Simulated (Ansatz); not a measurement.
GeTe:
```xyz
2
Lattice="2.1133 1.2201 3.6470 -2.1133 1.2201 3.6470 0.0000 -2.4402 3.6470" Properties=species:S:1:pos:R:3 pbc="T T T"
Ge     0.0000     0.0000     2.5590
Te     0.0000     0.0000     8.3821
```

Plane-wave PAW PBE (Ansatz code) gives a gap of 0.56 eV without spin–orbit coupling, maximum off the standard path, at k = (0.195, 0.195, 0.370), minimum at L.

### Question
What happens when spin–orbit coupling is switched on?

### Answer
The gap falls by 0.14 eV, to 0.42 eV; maximum off the standard path, at k = (0.195, 0.219, 0.370), minimum on the H0–L line, 96 % of the way from H0.

### Question
Give the Z2 indices of the occupied bands with spin–orbit coupling.

### Answer
0;(000).

Space group R3m. The PBE relaxation kept the symmetry of its start; of distortions, only those at the zone centre were tested.

Potentials: the later of the program's two PAW sets.
